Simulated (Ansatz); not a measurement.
## Phases of CoSi2 at 66 GPa

Structure types of CoSi2 are relaxed in primitive cells with their symmetry kept at 66 GPa, first on PAW files, then by LAPW. The enthalpy is E + pV at zero temperature, without zero-point motion. Only the types listed were tried, and differences under about 5 meV/atom are mesh noise. The real phase may be another.

All numbers are PBE results (scalar-relativistic) from Ansatz 0.2.0, with Fermi–Dirac smearing of 0.1 eV, no spin polarisation. Methods: LAPW: all electrons, basis error target 0.5 meV/atom; PAW: frozen-core files, cutoff 420 eV.

k meshes: fluorite 11×11×11, MoSi2 16×16×16, AlB2 9×9×8.

Spin polarisation is left out, though a magnetic state may lie lower.

Order the types by LAPW enthalpy, lowest first.
A. MoSi2
B. fluorite
C. AlB2

B (0 meV/atom), A (50 meV/atom), C (591 meV/atom).

```tsv
start type	ends as	a, b, c (Å)	V (Å³/atom)	H − H(lowest), LAPW (meV/atom)	same, PAW
fluorite	fluorite, Fm-3m	4.974, 4.974, 4.974	10.25	0.0	0.0
MoSi2	MoSi2, I4/mmm	2.923, 2.923, 6.707	9.55	49.6	52.1
AlB2	AlB2, P6/mmm	3.809, 3.809, 2.323	9.73	591.1	594.9
```

Split the lead of fluorite over MoSi2 into energy and pV.

For MoSi2 less fluorite: ΔE = +338.6 meV/atom, and p·ΔV = 66 GPa × -0.7017 Å³ × 6.242 meV/(GPa·Å³) = -289.1 meV/atom, together 49.5 meV/atom. fluorite wins by its internal energy, though it is the less dense.

Would MoSi2 gain on fluorite at higher pressure?

Yes: dH/dp = V, and its volume is smaller by 0.70 Å³/atom. Held constant, that would close the gap after about 11 GPa more, a rough figure, since the volume difference changes with pressure.
